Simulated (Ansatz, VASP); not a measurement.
**One calculation of Ca2H3, two programs**

```
Ca H
1.0
     3.97851    0.00000    0.00000
    -1.98926    3.44549    0.00000
     0.00000    0.00000    6.53470
Ca H
2 3
Direct
  0.00000 0.00000 0.78869
  0.00000 0.00000 0.21131
  0.50000 0.00000 0.00000
  0.00000 0.50000 0.00000
  0.50000 0.50000 0.00000
```

Alike in both runs: functional PBE; k mesh 12 × 12 × 6; occupations gaussian, width 0.1 eV; no spin polarisation.

Ansatz relaxed the structure, and its values are those at the end. VASP's run is a single point on that final structure, the one shown.

```csv
,VASP,Ansatz
version,VASP 6.6.1,Ansatz 0.2.0
potentials or method,"VASP PAW PBE potentials, release 64 (Ca_sv, H)","scalar-relativistic, plane waves, PAW"
plane-wave cutoff (eV),520,420
valence electrons in the cell,23,23
```

Ansatz gave:

* gap on the k mesh at the Fermi level (eV): none
* pressure (GPa): 0.0
* rms of the force components (eV/Å): 0.000

Q: What did VASP give for the same quantities?

A: gap on the k mesh at the Fermi level (eV): none; pressure (GPa): 0.0; rms of the force components (eV/Å): 0.011.

A gap of «none» marks a metal or a gap that the smearing closes. The functional is the same, so the differences come from potentials, cutoffs and numerics.
